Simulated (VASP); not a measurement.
# Ti (Im-3m) in VASP: further runs

Runs on Ti. Level: PBEsol. Tasks: single point, relaxation of cell and atoms.

Everything below comes from runs of VASP 6.6.1. Logs are shortened: lines on timing, memory, paths and dates and some standing lists are left out, and cuts for length are marked.

## Step 1: The structure

The structure is cubic, space group Im-3m (No. 229). Conventional cell: a = 3.210 Å, b = 3.210 Å, c = 3.210 Å, α = 90.00°, β = 90.00°, γ = 90.00°. Ti (site symmetry m-3m) has 8 Ti at 2.78 Å as nearest neighbours.

This isn't the form of Ti at room conditions, which is hcp.

## Step 2: Single point, PBEsol

The input, INCAR:

```
PREC = Accurate
ENCUT = 520
EDIFF = 1E-6
ISMEAR = 0
SIGMA = 0.1
LREAL = False
LASPH = True
NELM = 100
ALGO = Normal
ISIF = 2
LWAVE = False
LCHARG = False
GGA = PS
NBANDS = 12
```

The input, KPOINTS:

```
Automatic mesh
0
Gamma
  18 18 18
```

The input, POSCAR:

```
Ti
1.0
   -1.6051819953      1.6051819953      1.6051819953
    1.6051819953     -1.6051819953      1.6051819953
    1.6051819953      1.6051819953     -1.6051819953
Ti
1
Direct
    0.0000000000      0.0000000000      0.0000000000
```

Potentials or basis: VASP PAW PBE potentials, release 64 (Ti_sv).

The run is started by

```bash
$ cat potpaw_PBE.64/Ti_sv/POTCAR > POTCAR
$ mpirun -np 1 vasp_std > vasp.out
```

OUTCAR:

```text
PREC = Accurate
   ENCUT = 520
   EDIFF = 1E-6
   ISMEAR = 0
   LREAL = False
   LASPH = True
   NELM = 100
   ISIF = 2
   GGA = PS

 ion  position               nearest neighbor table
   1  0.000  0.000  0.000-

  LATTYP: Found a body centered cubic cell.
 ALAT       =     3.2103639906

  Lattice vectors:

 A1 = (  -1.6051819953,   1.6051819953,   1.6051819953)
 A2 = (   1.6051819953,  -1.6051819953,   1.6051819953)
 A3 = (   1.6051819953,   1.6051819953,  -1.6051819953)

Analysis of symmetry for initial positions (statically):
=====================================================================
 Subroutine PRICEL returns:
 Original cell was already a primitive cell.

 Routine SETGRP: Setting up the symmetry group for a
 body centered cubic supercell.

 Subroutine GETGRP returns: Found 48 space group operations
 (whereof 48 operations were pure point group operations)
 out of a pool of 48 trial point group operations.

The static configuration has the point symmetry O_h .

Analysis of symmetry for dynamics (positions and initial velocities):
=====================================================================
 Subroutine PRICEL returns:
 Original cell was already a primitive cell.

 Routine SETGRP: Setting up the symmetry group for a
 body centered cubic supercell.

 Subroutine GETGRP returns: Found 48 space group operations
 (whereof 48 operations were pure point group operations)
 out of a pool of 48 trial point group operations.

The dynamic configuration has the point symmetry O_h .

 Subroutine INISYM returns: Found 48 space group operations
 (whereof 48 operations are pure point group operations),
 and found     1 'primitive' translations

----------------------------------------------------------------------------------------

                                     Primitive cell

  volume of cell :      16.5437

  direct lattice vectors                    reciprocal lattice vectors
    -1.605181995  1.605181995  1.605181995     0.000000000  0.311491159  0.311491159
     1.605181995 -1.605181995  1.605181995     0.311491159  0.000000000  0.311491159
     1.605181995  1.605181995 -1.605181995     0.311491159  0.311491159  0.000000000

  length of vectors
     2.780256771  2.780256771  2.780256771     0.440515022  0.440515022  0.440515022

  position of ions in fractional coordinates (direct lattice)
     0.000000000  0.000000000  0.000000000

  ion indices of the primitive-cell ions
   primitive index   ion index
                 1           1

----------------------------------------------------------------------------------------

 KPOINTS: Automatic mesh

Automatic generation of k-mesh.
 Grid dimensions read from file:
 generate k-points for:   18   18   18

 Generating k-lattice:

  Cartesian coordinates                     Fractional coordinates (reciprocal lattice)
     0.000000000  0.017305064  0.017305064     0.055555556  0.000000000  0.000000000
     0.017305064  0.000000000  0.017305064     0.000000000  0.055555556  0.000000000
     0.017305064  0.017305064  0.000000000     0.000000000  0.000000000  0.055555556

  Length of vectors
     0.024473057  0.024473057  0.024473057

  Shift w.r.t. Gamma in fractional coordinates (k-lattice)
     0.000000000  0.000000000  0.000000000

 Subroutine IBZKPT returns following result:
 ===========================================

 Found    195 irreducible k-points:

 Following reciprocal coordinates:
            Coordinates               Weight
  0.000000  0.000000  0.000000      1.000000
  0.055556  0.000000  0.000000     12.000000
  0.111111  0.000000  0.000000     12.000000
  0.166667  0.000000  0.000000     12.000000
  0.222222  0.000000  0.000000     12.000000
  0.277778  0.000000  0.000000     12.000000
[... 16 lines left out ...]
  0.333333  0.111111  0.000000     48.000000
  0.388889  0.111111  0.000000     48.000000
 [... further k-points ...]
   k-points           NKPTS =    195   k-points in BZ     NKDIM =    195   number of bands    NBANDS=     12
   number of dos      NEDOS =    301   number of ions     NIONS =      1
   total plane-waves  NPLWV =  13824
   dimension x,y,z NGX =    24 NGY =   24 NGZ =   24
   dimension x,y,z NGXF=    48 NGYF=   48 NGZF=   48
   ions per type =               1
   NGX,Y,Z   is equivalent  to a cutoff of  14.35, 14.35, 14.35 a.u.
   NGXF,Y,Z  is equivalent  to a cutoff of  28.70, 28.70, 28.70 a.u.
 SYSTEM =  unknown system
   PREC   = accura    normal or accurate (medium, high low for compatibility)
   ISTART =      0    job   : 0-new  1-cont  2-samecut
   ICHARG =      2    charge: 1-file 2-atom 10-const
   ISPIN  =      1    spin polarized calculation?
   LNONCOLLINEAR =      F non collinear calculations
   LSORBIT =      F    spin-orbit coupling
   LASPH  =      T    aspherical Exc in radial PAW
   ENCUT  =  520.0 eV  38.22 Ry    6.18 a.u.   5.17  5.17  5.17*2*pi/ulx,y,z
   NELM   =    100;   NELMIN=  2; NELMDL= -5     # of ELM steps
   EDIFF  = 0.1E-05   stopping-criterion for ELM
   LREAL  =      F    real-space projection
   EDIFFG = 0.1E-04   stopping-criterion for IOM
   NSW    =      0    number of steps for IOM
   IBRION =     -1    ionic relax: 0-MD 1-quasi-New 2-CG
   NFREE  =      0    steps in history (QN), initial steepest desc. (CG)
   ISIF   =      2    stress and relaxation
   ISYM   =      2    0-nonsym 1-usesym 2-fastsym
   POTIM  = 0.5000    time-step for ionic-motion
   TEBEG  =    0.0;   TEEND  =   0.0 temperature during run
   PSTRESS=    0.0 pullay stress
   NELECT =      12.0000    total number of electrons
   NUPDOWN=      -1.0000    fix difference up-down
   EMIN   =  10.00;   EMAX   =-10.00  energy-range for DOS
   EFERMI =   0.00;   METHOD = LEGACY
   ISMEAR =     0;   SIGMA  =   0.10  broadening in eV -4-tet -1-fermi 0-gaus
   EFERMI_NEDOS =   21; number of points for ismear=-14 and -15
   IALGO  =     38    algorithm
   IMIX   =      4    mixing-type and parameters
     AMIX     =   0.40;   BMIX     =  1.00
     AMIX_MAG =   1.60;   BMIX_MAG =  1.00
  volume/ion in A,a.u.               =      16.54       111.64
  Fermi-wavevector in a.u.,A,eV,Ry     =   1.470926  2.779648 29.437902  2.163625
  Thomas-Fermi vector in A             =   2.586124
   LORBIT       =      0    0 simple, 1 ext, 2 COOP (PROOUT), +10 PAW based schemes
   GGA     = PS    functional components
   LHFCALC =     F    Hartree Fock is set to
   AEXX    =    0.0000 exact exchange contribution
   IVDW    =     0    specifies the selected vdW correction
   LEPSILON=     F    determine dielectric tensor
   LRPA    =     F    only Hartree local field effects (RPA)
 non-spin polarized calculation
 Gauss-broadening in eV      SIGMA  =   0.10
  energy-cutoff  :      520.00
  volume of cell :       16.54
 maximum number of plane-waves:       466
 NGX is ok and might be reduce to    24
   NGX = 11   NGY = 11   NGZ = 11

 number of electron      12.0000000 magnetization

 Free energy of the ion-electron system (eV)
  ---------------------------------------------------
  ext. energy  EPLUGINS =         0.00000000
  ---------------------------------------------------
  free energy    TOTEN  =        -8.24095440 eV

  energy without entropy =       -8.22993977  energy(sigma->0) =       -8.23544709

 E-fermi :   8.4670     XC(G=0): -11.8660

 val. band max:        8.4577314937   @ k =   0.3333   0.2222   0.0000
 cond. band min:       8.4700098509   @ k =  -0.4444   0.5000   0.1111
 fundamental gap:      0.0122783572
 Fermi energy:         8.4670142607

 k-point     1 :       0.0000    0.0000    0.0000
  band No.  band energies     occupation
      1     -47.7356      2.00000
      2     -23.6239      2.00000
      3     -23.6239      2.00000
      4     -23.6239      2.00000
      5       2.4143      2.00000
      6       9.4943      0.00000
      7       9.4943      0.00000
      8       9.4943      0.00000
      9      11.3760      0.00000
     10      11.3760      0.00000
     11      26.2367      0.00000
     12      26.2367      0.00000

 k-point     2 :       0.0556    0.0000    0.0000
  band No.  band energies     occupation
      1     -47.7308      2.00000
      2     -23.6491      2.00000
      3     -23.6315      2.00000
      4     -23.6241      2.00000
      5       2.5255      2.00000
      6       9.4420      0.00000
      7       9.4805      0.00000
      8       9.5769      0.00000
      9      11.3131      0.00000
     10      11.3789      0.00000
     11      26.1000      0.00000
     12      26.2362      0.00000

 k-point     3 :       0.1111    0.0000    0.0000
  band No.  band energies     occupation
      1     -47.7168      2.00000
      2     -23.7213      2.00000
      3     -23.6535      2.00000
      4     -23.6246      2.00000
      5       2.8505      2.00000
      6       9.2945      0.00000
      7       9.4198      0.00000
      8       9.8197      0.00000
      9      11.1695      0.00000
     10      11.3899      0.00000
     11      25.6443      0.00000
     12      26.1460      0.00000
[... 286 lines left out ...]
 k-point    23 :       0.3333    0.1111    0.0000
  band No.  band energies     occupation
      1     -47.5860      2.00000
      2     -24.3142      2.00000
      3     -23.8677      2.00000
      4     -23.6625      2.00000
      5       5.9834      2.00000
      6       8.1594      1.99999
      7       8.7806      0.00001
      8      11.2212      0.00000
      9      11.7940      0.00000
     10      12.9003      0.00000
     11      19.2120      0.00000
     12      22.3638      0.00000

 k-point    24 :       0.3889    0.1111    0.0000
  band No.  band energies     occupation
      1     -47.5725      2.00000
      2     -24.3703      2.00000
      3     -23.8940      2.00000
      4     -23.6636      2.00000
      5       6.1321      2.00000
      6       8.0667      2.00000
      7       9.0944      0.00000
      8      11.2962      0.00000
      9      11.8845      0.00000
     10      13.3727      0.00000
     11      18.1469      0.00000
     12      21.9933      0.00000

 [... further k-points ...]

------------------------ aborting loop because EDIFF is reached ----------------------------------------

  FORCE on cell =-STRESS in cart. coord.  units (eV):
  Direction    XX          YY          ZZ          XY          YZ          ZX
  --------------------------------------------------------------------------------------
  -------------------------------------------------------------------------------------
  Total       -0.0306617     -0.0306617     -0.0306617     -0.0000000     -0.0000000      0.0000000
  in kB       -2.9694333     -2.9694333     -2.9694333     -0.0000000     -0.0000000      0.0000000
  external PRESSURE =      -2.9694333 kB  Pullay stress =       0.0000000 kB

 VOLUME and BASIS-vectors are now :
 -----------------------------------------------------------------------------
  energy-cutoff  :      520.00
  volume of cell :       16.54
      direct lattice vectors                 reciprocal lattice vectors
    -1.605181995  1.605181995  1.605181995     0.000000000  0.311491159  0.311491159
     1.605181995 -1.605181995  1.605181995     0.311491159  0.000000000  0.311491159
     1.605181995  1.605181995 -1.605181995     0.311491159  0.311491159  0.000000000

 POSITION                                       TOTAL-FORCE (eV/Angst)
 -----------------------------------------------------------------------------------
      0.00000      0.00000      0.00000        -0.000000      0.000000      0.000000
 -----------------------------------------------------------------------------------
    total drift:                               -0.000000      0.000000      0.000000

  FREE ENERGIE OF THE ION-ELECTRON SYSTEM (eV)
  ---------------------------------------------------
  free  energy   TOTEN  =        -8.2409544025 eV

  energy  without entropy=       -8.2299397706  energy(sigma->0) =       -8.23544709
```

Run time: 12 s. Hardware: 1 thread of Intel Xeon 6975P-C (Granite Rapids), shared host; peak memory 0.16 GiB.

Results:

```
Free energy            : -8.2410 eV
Pressure               : -0.3 GPa
Band gap on the k mesh : none (metal or under the smearing width)
```

Caveat: the PAW data sets were made with another functional, which shifts forces and pressure a little.

## Step 3: Relaxation of cell and atoms, PBEsol

The input, INCAR:

```
  PREC = Accurate
  ENCUT = 600
  EDIFF = 1E-7
  ISMEAR = 0
  SIGMA = 0.1
  LREAL = False
  LASPH = True
  NELM = 100
  ALGO = Normal
  ISIF = 3
  LWAVE = False
  LCHARG = False
  GGA = PS
  IBRION = 2
  NSW = 100
  EDIFFG = -0.005
```

The input, KPOINTS:

```
regular mesh
0
Gamma
  18 18 18
```

POSCAR is that of step 2.

Potentials or basis: VASP PAW PBE potentials, release 64 (Ti_sv).

The run is started by

```bash
$ cat potpaw_PBE.64/Ti_sv/POTCAR > POTCAR
$ mpirun -np 1 vasp_std > vasp.out
```

Run time: 24 s. Hardware: 1 thread of Intel Xeon 6975P-C (Granite Rapids), shared host; peak memory 0.17 GiB.

The run converged. Its results:

```yaml
Free_energy: -8.2409 eV
Relaxed_volume: 16.50 Å³/atom
Relaxed_cell: a = 2.778 Å, b = 2.778 Å, c = 2.778 Å, α = 109.47°, β = 109.47°, γ = 109.47°
Space_group_after_relaxing_to_0.05_Å: Im-3m (No. 229)
Energy_gained_by_relaxing: 0.0 meV/atom
Ionic_steps: 3
Pressure_after_relaxing: 0.0 GPa
Band_gap_on_the_k_mesh: none (metal or under the smearing width)
```

Final structure:
```
Ti
1.0
    -1.60366    1.60366    1.60366
     1.60366   -1.60366    1.60366
     1.60366    1.60366   -1.60366
Ti
1
Direct
  0.00000 0.00000 0.00000
```

Levels at points of the mesh, in eV from the Fermi level:
```
           k point  band 4  band 5  band 6  band 7  band 8  band 9
(0.00, 0.00, 0.00)  -32.08   -6.06    1.03    1.03    1.03    2.92
(0.50, 0.00, 0.00)  -32.09   -2.59   -0.46    1.32    2.91    3.29
(0.50, 0.50, 0.50)  -32.63   -2.28   -2.28    4.20    4.20    4.20
```

Caveat: the PAW data sets were made with another functional, which shifts forces and pressure a little.

(Part 1 of 2 ends here.)
